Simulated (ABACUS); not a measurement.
# V: equation of state with BP86

The system is V.

```xyz
1
Lattice="-1.5144 1.5144 1.5144 1.5144 -1.5144 1.5144 1.5144 1.5144 -1.5144" Properties=species:S:1:pos:R:3 pbc="T T T"
V     0.0000    0.0000    0.0000
```

```json
{
 "Program": "ABACUS 3.10.1",
 "Task": "equation of state",
 "Functional": "BP86",
 "Potentials or basis": "PseudoDojo NC SR 0.5 PBE standard",
 "Cutoff": "1143 eV",
 "Density cutoff": "4572 eV",
 "Basis": "plane waves",
 "k mesh": "10 × 10 × 10",
 "Occupations": "fermi-dirac, width 0.05 eV",
 "Spin": "collinear spin, ferromagnetic start",
 "Starting moments": "[2.0] μB"
}
```

```json
{
  "Equilibrium volume": "13.43 Å³/atom",
  "Bulk modulus": "188 GPa",
  "Pressure derivative of the bulk modulus": "3.7 (rough: it moves with the points fitted)"
}
```

Energy against volume, from the lowest point:
```csv
volume (Å³/atom),energy (meV/atom)
13.058,4.84
13.613,0.00
14.169,20.56
14.725,62.04
```

All runs of the series together: 16 s on 4 threads of AMD EPYC 9R45 96-Core Processor (Zen 5) (shared host).

Caveat: the potentials were made for another functional, which shifts forces and pressure.
